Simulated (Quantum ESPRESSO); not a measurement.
# Si (Fd-3m) in Quantum ESPRESSO: further runs, part 2 of 2

Quantum ESPRESSO 7.5. The steps go on from the part before.

## Step 10: Band structure, PBEsol

pw.in reads:

```
&CONTROL
  calculation = 'scf'
  prefix = 'pwscf'
  outdir = './tmp'
  pseudo_dir = './pseudo'
  tprnfor = .true.
  tstress = .true.
  disk_io = 'low'
/
&SYSTEM
  ibrav = 0
  nat = 2
  ntyp = 1
  ecutwfc = 36
  nbnd = 9
  occupations = 'smearing'
  smearing = 'fd'
  degauss = 0.00367493
/
&ELECTRONS
  conv_thr = 4d-10
  electron_maxstep = 120
  mixing_beta = 0.5
/
ATOMIC_SPECIES
Si    28.0850 Si.upf
CELL_PARAMETERS angstrom
   0.0000000000    2.7218511865    2.7218511865
   2.7218511865    0.0000000000    2.7218511865
   2.7218511865    2.7218511865    0.0000000000
ATOMIC_POSITIONS crystal
Si     0.5000000000    0.5000000000    0.5000000000
Si     0.7500000000    0.7500000000    0.7500000000
K_POINTS automatic
8 8 8 0 0 0
```

bands.in reads:

```
&CONTROL
  calculation = 'bands'
  prefix = 'pwscf'
  outdir = './tmp'
  pseudo_dir = './pseudo'
  disk_io = 'low'
  verbosity = 'high'
/
&SYSTEM
  ibrav = 0
  nat = 2
  ntyp = 1
  ecutwfc = 36
  nbnd = 9
  occupations = 'smearing'
  smearing = 'fd'
  degauss = 0.00367493
/
&ELECTRONS
  conv_thr = 1d-08
  electron_maxstep = 120
  mixing_beta = 0.5
  diago_full_acc = .true.
/
ATOMIC_SPECIES
Si    28.0850 Si.upf
CELL_PARAMETERS angstrom
   0.0000000000    2.7218511865    2.7218511865
   2.7218511865    0.0000000000    2.7218511865
   2.7218511865    2.7218511865    0.0000000000
ATOMIC_POSITIONS crystal
Si     0.5000000000    0.5000000000    0.5000000000
Si     0.7500000000    0.7500000000    0.7500000000
K_POINTS crystal
60
 0.0000000000  0.0000000000  0.0000000000 1
 0.0625000000  0.0000000000  0.0625000000 1
 0.1250000000  0.0000000000  0.1250000000 1
 0.1875000000  0.0000000000  0.1875000000 1
 0.2500000000  0.0000000000  0.2500000000 1
 0.3125000000  0.0000000000  0.3125000000 1
 0.3750000000  0.0000000000  0.3750000000 1
 0.4375000000  0.0000000000  0.4375000000 1
 0.5000000000  0.0000000000  0.5000000000 1
 0.5000000000  0.0625000000  0.5625000000 1
 0.5000000000  0.1250000000  0.6250000000 1
 0.5000000000  0.1875000000  0.6875000000 1
 0.5000000000  0.2500000000  0.7500000000 1
 0.4375000000  0.3125000000  0.7500000000 1
 0.3750000000  0.3750000000  0.7500000000 1
 0.3375000000  0.3375000000  0.6750000000 1
 0.3000000000  0.3000000000  0.6000000000 1
 0.2625000000  0.2625000000  0.5250000000 1
 0.2250000000  0.2250000000  0.4500000000 1
 0.1875000000  0.1875000000  0.3750000000 1
 0.1500000000  0.1500000000  0.3000000000 1
 0.1125000000  0.1125000000  0.2250000000 1
 0.0750000000  0.0750000000  0.1500000000 1
 0.0375000000  0.0375000000  0.0750000000 1
 0.0000000000  0.0000000000  0.0000000000 1
 0.0625000000  0.0625000000  0.0625000000 1
 0.1250000000  0.1250000000  0.1250000000 1
 0.1875000000  0.1875000000  0.1875000000 1
 0.2500000000  0.2500000000  0.2500000000 1
 0.3125000000  0.3125000000  0.3125000000 1
 0.3750000000  0.3750000000  0.3750000000 1
 0.4375000000  0.4375000000  0.4375000000 1
 0.5000000000  0.5000000000  0.5000000000 1
 0.5250000000  0.4500000000  0.5250000000 1
 0.5500000000  0.4000000000  0.5500000000 1
 0.5750000000  0.3500000000  0.5750000000 1
 0.6000000000  0.3000000000  0.6000000000 1
 0.6250000000  0.2500000000  0.6250000000 1
 0.5833333333  0.2500000000  0.6666666667 1
 0.5416666667  0.2500000000  0.7083333333 1
 0.5000000000  0.2500000000  0.7500000000 1
 0.5000000000  0.2857142857  0.7142857143 1
 0.5000000000  0.3214285714  0.6785714286 1
 0.5000000000  0.3571428571  0.6428571429 1
 0.5000000000  0.3928571429  0.6071428571 1
 0.5000000000  0.4285714286  0.5714285714 1
 0.5000000000  0.4642857143  0.5357142857 1
 0.5000000000  0.5000000000  0.5000000000 1
 0.4821428571  0.4821428571  0.5357142857 1
 0.4642857143  0.4642857143  0.5714285714 1
 0.4464285714  0.4464285714  0.6071428571 1
 0.4285714286  0.4285714286  0.6428571429 1
 0.4107142857  0.4107142857  0.6785714286 1
 0.3928571429  0.3928571429  0.7142857143 1
 0.3750000000  0.3750000000  0.7500000000 1
 0.6250000000  0.2500000000  0.6250000000 1
 0.5937500000  0.1875000000  0.5937500000 1
 0.5625000000  0.1250000000  0.5625000000 1
 0.5312500000  0.0625000000  0.5312500000 1
 0.5000000000  0.0000000000  0.5000000000 1
```

Potentials or basis: PseudoDojo 0.4 SR PBEsol stringent.

Launch:

```console
OMP_NUM_THREADS=1 pw.x -in pw.in > pw.out
OMP_NUM_THREADS=1 pw.x -in bands.in > bands.out
```

pw.out:

```text
This program is part of the open-source Quantum ESPRESSO suite
     for quantum simulation of materials; please cite
         "P. Giannozzi et al., J. Phys.:Condens. Matter 21 395502 (2009);
         "P. Giannozzi et al., J. Phys.:Condens. Matter 29 465901 (2017);
         "P. Giannozzi et al., J. Chem. Phys. 152 154105 (2020);
     in publications or presentations arising from this work. More details at

     Message from routine setup:
     using ibrav=0 with symmetry is DISCOURAGED, use correct ibrav instead

     G-vector sticks info
     --------------------
     sticks:   dense  smooth     PW     G-vecs:    dense   smooth      PW
     Sum         517     517    163                 7823     7823    1459

     Using Slab Decomposition

     bravais-lattice index     =            0
     lattice parameter (alat)  =       7.2741  a.u.
     unit-cell volume          =     272.1571 (a.u.)^3
     number of atoms/cell      =            2
     number of atomic types    =            1
     number of electrons       =         8.00
     number of Kohn-Sham states=            9
     kinetic-energy cutoff     =      36.0000  Ry
     charge density cutoff     =     144.0000  Ry
     scf convergence threshold =      4.0E-10
     mixing beta               =       0.5000
     number of iterations used =            8  plain     mixing
     Exchange-correlation= PBESOL
                           (   1   4  10   8   0   0   0)

     celldm(1)=   7.274083  celldm(2)=   0.000000  celldm(3)=   0.000000
     celldm(4)=   0.000000  celldm(5)=   0.000000  celldm(6)=   0.000000

     crystal axes: (cart. coord. in units of alat)
               a(1) = (   0.000000   0.707107   0.707107 )
               a(2) = (   0.707107   0.000000   0.707107 )
               a(3) = (   0.707107   0.707107   0.000000 )

     reciprocal axes: (cart. coord. in units 2 pi/alat)
               b(1) = ( -0.707107  0.707107  0.707107 )
               b(2) = (  0.707107 -0.707107  0.707107 )
               b(3) = (  0.707107  0.707107 -0.707107 )

     PseudoPot. # 1 for Si read from file:
     Si.upf
     Pseudo is Norm-conserving + core correction, Zval =  4.0
     Generated using ONCVPSP code by D. R. Hamann
     Using radial grid of 1510 points,  6 beta functions with:
                l(1) =   0
                l(2) =   0
                l(3) =   1
                l(4) =   1
                l(5) =   2
                l(6) =   2

     atomic species   valence    mass     pseudopotential
     Si                4.00    28.08500     Si( 1.00)

     48 Sym. Ops., with inversion, found (24 have fractional translation)

   Cartesian axes

     site n.     atom                  positions (alat units)
         1        Si     tau(   1) = (   0.7071068   0.7071068   0.7071068  )
         2        Si     tau(   2) = (   1.0606602   1.0606602   1.0606602  )

     number of k points=    29  Fermi-Dirac smearing, width (Ry)=  0.0037
                       cart. coord. in units 2pi/alat
        k(    1) = (   0.0000000   0.0000000   0.0000000), wk =   0.0039062
        k(    2) = (   0.0883883   0.0883883  -0.0883883), wk =   0.0312500
        k(    3) = (   0.1767767   0.1767767  -0.1767767), wk =   0.0312500
        k(    4) = (   0.2651650   0.2651650  -0.2651650), wk =   0.0312500
        k(    5) = (  -0.3535534  -0.3535534   0.3535534), wk =   0.0156250
        k(    6) = (   0.1767767   0.0000000   0.0000000), wk =   0.0234375
[... 21 lines left out ...]
        k(   28) = (  -0.7071068   0.1767767  -0.0000000), wk =   0.0468750
        k(   29) = (  -0.7071068   0.3535534   0.0000000), wk =   0.0234375

     Dense  grid:     7823 G-vectors     FFT dimensions: (  32,  32,  32)

     Initial potential from superposition of free atoms

     starting charge       7.9988, renormalised to       8.0000
     Starting wfcs are    8 randomized atomic wfcs +    1 random wfcs

     Self-consistent Calculation

     iteration #  1     ecut=    36.00 Ry     beta= 0.50
     Davidson diagonalization with overlap
     ethr =  1.00E-02,  avg # of iterations =  6.3

     Threshold (ethr) on eigenvalues was too large:
     Diagonalizing with lowered threshold

     Davidson diagonalization with overlap
     ethr =  6.49E-04,  avg # of iterations =  1.5

     total energy              =     -16.92614513 Ry
     estimated scf accuracy    <       0.05469764 Ry

     iteration #  2     ecut=    36.00 Ry     beta= 0.50
     Davidson diagonalization with overlap
     ethr =  6.84E-04,  avg # of iterations =  1.1

     total energy              =     -16.92526746 Ry
     estimated scf accuracy    <       0.00865868 Ry

     iteration #  3     ecut=    36.00 Ry     beta= 0.50
     Davidson diagonalization with overlap
     ethr =  1.08E-04,  avg # of iterations =  2.1

     total energy              =     -16.92570555 Ry
     estimated scf accuracy    <       0.00013570 Ry

     iteration #  4     ecut=    36.00 Ry     beta= 0.50
     Davidson diagonalization with overlap
     ethr =  1.70E-06,  avg # of iterations =  6.2

     total energy              =     -16.92572260 Ry
     estimated scf accuracy    <       0.00000033 Ry

     iteration #  5     ecut=    36.00 Ry     beta= 0.50
     Davidson diagonalization with overlap
     ethr =  4.12E-09,  avg # of iterations =  3.2

     total energy              =     -16.92572301 Ry
     estimated scf accuracy    <       0.00000003 Ry

     iteration #  6     ecut=    36.00 Ry     beta= 0.50
     Davidson diagonalization with overlap
     ethr =  3.31E-10,  avg # of iterations =  1.9

     End of self-consistent calculation

          k = 0.0000 0.0000 0.0000 (   965 PWs)   bands (ev):

    -5.8354   6.1067   6.1067   6.1067   8.6170   8.6170   8.6170   9.3146
    13.7973

          k = 0.0884 0.0884-0.0884 (   968 PWs)   bands (ev):

    -5.6320   4.4925   5.8156   5.8156   8.5222   9.0423   9.0423  10.6884
    13.3024

          k = 0.1768 0.1768-0.1768 (   983 PWs)   bands (ev):

    -5.0381   2.1637   5.3443   5.3443   8.0329   9.5571   9.5571  12.8770
    13.2468

          k = 0.2652 0.2652-0.2652 (   996 PWs)   bands (ev):

    -4.1458   0.1462   5.0183   5.0183   7.6654   9.4982   9.4982  13.7840
    14.6256

          k =-0.3536-0.3536 0.3536 (   978 PWs)   bands (ev):

    -3.5066  -0.8769   4.9070   4.9070   7.5368   9.3858   9.3858  13.6192
    17.2573

          k = 0.1768 0.0000 0.0000 (   974 PWs)   bands (ev):

    -5.5634   4.7574   5.2940   5.2940   8.0468   9.7596   9.7596  10.3704
    12.5406

          k = 0.2652 0.0884-0.0884 (   986 PWs)   bands (ev):

    -5.0962   2.8681   4.7820   4.8512   8.1790   9.7327  10.5201  10.7675
    13.4980

          k = 0.3536 0.1768-0.1768 (   998 PWs)   bands (ev):

    -4.2831   0.8099   4.2564   4.5151   8.2672   9.6705  10.5126  11.4790
    15.2908

          k =-0.2652-0.4419 0.4419 (   997 PWs)   bands (ev):

    -3.4212  -0.6533   3.8103   4.5411   8.2092   9.5406  10.1467  13.3615
    14.9350

          k =-0.1768-0.3536 0.3536 (   992 PWs)   bands (ev):

    -3.6663  -0.2823   3.6280   4.8390   8.3750   9.6493   9.9138  13.8739
    14.1385

          k =-0.0884-0.2652 0.2652 (   982 PWs)   bands (ev):

    -4.5888   1.4686   3.7781   5.3319   8.7360   9.7242   9.8891  12.2823
    12.5210

          k = 0.0000-0.1768 0.1768 (   985 PWs)   bands (ev):

    -5.2968   3.4085   4.4620   5.8143   9.0672   9.1748   9.3952  11.5392
    12.3934

          k = 0.3536 0.0000 0.0000 (   998 PWs)   bands (ev):

    -4.7570   2.5786   4.2100   4.2100   7.1479   9.1364  11.8019  11.8019
    14.0326

          k = 0.4419 0.0884-0.0884 (  1002 PWs)   bands (ev):

    -4.0490   1.1600   3.4191   3.8925   7.3681   8.9029  12.0214  12.3096
    16.1442

          k =-0.1768-0.5303 0.5303 (   998 PWs)   bands (ev):

    -3.1240  -0.2799   2.5498   3.8965   7.5309  10.4635  11.7563  11.9599
    16.1672

          k =-0.0884-0.4419 0.4419 (   989 PWs)   bands (ev):

    -2.9188  -0.5390   2.0892   4.2159   7.8559  11.4746  11.5199  12.9644
    13.9938

          k = 0.0000-0.3536 0.3536 (  1003 PWs)   bands (ev):

    -3.7970   0.6211   2.3285   4.7759   8.4667  10.8309  11.1524  12.1238
    12.4958

          k = 0.5303-0.0000 0.0000 (   998 PWs)   bands (ev):

    -3.4487   0.3597   3.4942   3.4942   6.6247   7.5423  14.0641  14.0641
    16.6607

          k =-0.0884-0.6187 0.6187 (   989 PWs)   bands (ev):

    -2.5536  -0.7207   2.6523   3.4184   6.9015   7.9815  14.2893  14.3552
    16.7458

          k = 0.0000-0.5303 0.5303 (   999 PWs)   bands (ev):

    -2.1130  -1.1174   1.7776   3.6764   7.2109  10.1455  13.4909  14.0210
    14.2051

          k =-0.7071 0.0000 0.0000 (   982 PWs)   bands (ev):

    -1.7045  -1.7045   3.2489   3.2489   6.7147   6.7147  16.0831  16.0831
    17.0269

          k = 0.3536 0.1768 0.0000 (   990 PWs)   bands (ev):

    -4.5101   1.8082   3.3738   4.6714   8.4777   9.9148  10.2192  11.5407
    13.8112

          k =-0.2652-0.4419 0.6187 (   994 PWs)   bands (ev):

    -3.6234   0.2587   2.7642   4.1672   8.9001   9.5785  11.0311  11.9704
    15.0344

          k =-0.1768-0.3536 0.5303 (   982 PWs)   bands (ev):

    -2.9702  -0.6873   2.6356   3.9367   9.0879   9.1540  11.9430  13.1294
    13.3946

          k =-0.1768-0.5303 0.7071 (   995 PWs)   bands (ev):

    -3.2500   0.1422   2.7247   3.3328   7.9690   8.6564  11.7770  14.0131
    16.2081

          k =-0.0884-0.4419 0.6187 (   998 PWs)   bands (ev):

    -2.3757  -0.8231   2.0207   3.1299   8.4056  10.2980  11.2959  13.4453
    14.4243

          k = 0.0000-0.3536 0.5303 (  1002 PWs)   bands (ev):

    -2.7253  -0.4614   1.8524   3.5075   8.8871  10.5685  11.2262  13.0398
    13.8873

          k =-0.7071 0.1768-0.0000 (   988 PWs)   bands (ev):

    -1.6255  -1.6255   2.6715   2.6715   7.9862   7.9862  13.8551  13.8551
    16.5863

          k =-0.7071 0.3536 0.0000 (   992 PWs)   bands (ev):

    -1.5383  -1.5383   2.2292   2.2292  10.2876  10.2876  11.0192  11.0192
    16.5876

     the Fermi energy is     6.3448 ev

!    total energy              =     -16.92572301 Ry
     estimated scf accuracy    <          3.1E-10 Ry
     smearing contrib. (-TS)   =      -0.00000482 Ry
     internal energy E=F+TS    =     -16.92571819 Ry

     The total energy is F=E-TS. E is the sum of the following terms:
     one-electron contribution =       4.88984846 Ry
     hartree contribution      =       1.08183309 Ry
     xc contribution           =      -6.14074068 Ry
     ewald contribution        =     -16.75665906 Ry

     convergence has been achieved in   6 iterations

     Forces acting on atoms (cartesian axes, Ry/au):

     atom    1 type  1   force =    -0.00000000    0.00000000   -0.00000000
     atom    2 type  1   force =     0.00000000   -0.00000000    0.00000000

     Total force =     0.000000     Total SCF correction =     0.000000

     Computing stress (Cartesian axis) and pressure

          total   stress  (Ry/bohr**3)                   (kbar)     P=       -6.47
  -0.00004397   0.00000000  -0.00000000           -6.47        0.00       -0.00
   0.00000000  -0.00004397  -0.00000000            0.00       -6.47       -0.00
  -0.00000000  -0.00000000  -0.00004397           -0.00       -0.00       -6.47

=------------------------------------------------------------------------------=
   JOB DONE.
=------------------------------------------------------------------------------=
```

Run time: 9.3 s. Hardware: 1 thread of Arm Neoverse V1, shared host; peak memory 0.09 GiB.

What came out:

- Free energy: -230.2862 eV
- Pressure: -0.6 GPa
- Band gap on the k mesh: 0.52 eV, indirect (least direct gap 2.51 eV)
- Band gap along the path: 0.48 eV, indirect (least direct gap 2.51 eV)

Levels at the corners of the path, in eV from the valence-band top:
| point | band 2 | band 3 | band 4 | band 5 | band 6 | band 7 |
| --- | --- | --- | --- | --- | --- | --- |
| Γ | 0.00 | 0.00 | 0.00 | 2.51 | 2.51 | 2.51 |
| X | -7.81 | -2.86 | -2.86 | 0.61 | 0.61 | 9.98 |
| W | -7.64 | -3.88 | -3.88 | 4.18 | 4.18 | 4.91 |
| K | -7.22 | -4.33 | -2.43 | 1.10 | 4.04 | 7.38 |
| Γ | 0.00 | 0.00 | 0.00 | 2.51 | 2.51 | 2.51 |
| L | -6.98 | -1.20 | -1.20 | 1.43 | 3.28 | 3.28 |
| U | -7.22 | -4.33 | -2.43 | 1.10 | 4.04 | 7.38 |
| W | -7.64 | -3.88 | -3.88 | 4.18 | 4.18 | 4.91 |
| L | -6.98 | -1.20 | -1.20 | 1.43 | 3.28 | 3.28 |
| K | -7.22 | -4.33 | -2.43 | 1.10 | 4.04 | 7.38 |
| U | -7.22 | -4.33 | -2.43 | 1.10 | 4.04 | 7.38 |
| X | -7.81 | -2.86 | -2.86 | 0.61 | 0.61 | 9.98 |

Expect the measured gap to be larger: semilocal functionals such as PBEsol lack the derivative discontinuity.
